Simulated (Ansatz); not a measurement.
Sensitivity of the gradients in SiO₂ to the input

Cell: a Materials Project structure (computed, not necessarily an observed phase), taken as it stands.

Space group I4/mmm (No. 139); a = 13.0341, c = 5.2481 Å.

| site | Wyckoff | site symmetry | x | y | z |
| --- | --- | --- | --- | --- | --- |
| Si | 16l | m.. | 0.3813 | 0.2102 | 0.0000 |
| O9 | 16k | ..2 | 0.8571 | 0.6429 | 0.2500 |
| O17 | 8j | m2m. | 0.5000 | 0.2430 | 0.0000 |
| O21 | 8h | m.2m | 0.3133 | 0.3133 | 0.0000 |

One atom of each set is listed; the run and its k-mesh use a cell of 24 atoms with edges of 9.58, 9.58, 9.58 Å.

Reference run. Computed with Ansatz: DFT, PBE, plane waves and PAW, scalar-relativistic, 420 eV cutoff, Γ-centred 5×5×5 k-points, Fermi–Dirac smearing 0.02 eV.

(1) The input is changed as follows: `basis.ecutwfc`: not typed → 50 eV; `scf.max_iter`: not typed → 100. What happens to V_zz (10²¹ V/m²) and η?

Results:

(1) 

```tsv
site	V_zz reference	η reference	V_zz changed	η changed
Si	0.92	0.37	3.07	0.10
O9	9.57	0.12	2.34	0.07
O17	9.54	0.18	2.40	0.23
O21	9.71	0.07	2.54	0.17
```

The largest change of V_zz is on O9, from 9.57 to 2.34. Where |V_zz| stays above 0.1, η moves most on Si, from 0.37 to 0.10. At these positions the changed run has forces up to 16.0 eV/Å, so its atoms aren't at their own equilibrium. Its pressure is 150 GPa, against 3 GPa in the reference run. SCF iterations: 6 and 11. New warnings: cutoff below recommended. The changed input holds a cutoff far too low, so its numbers aren't properties of the crystal.

On the reference run: The largest force is 0.3 eV/Å, so the atoms aren't at the calculated equilibrium and relaxing them would move these values.
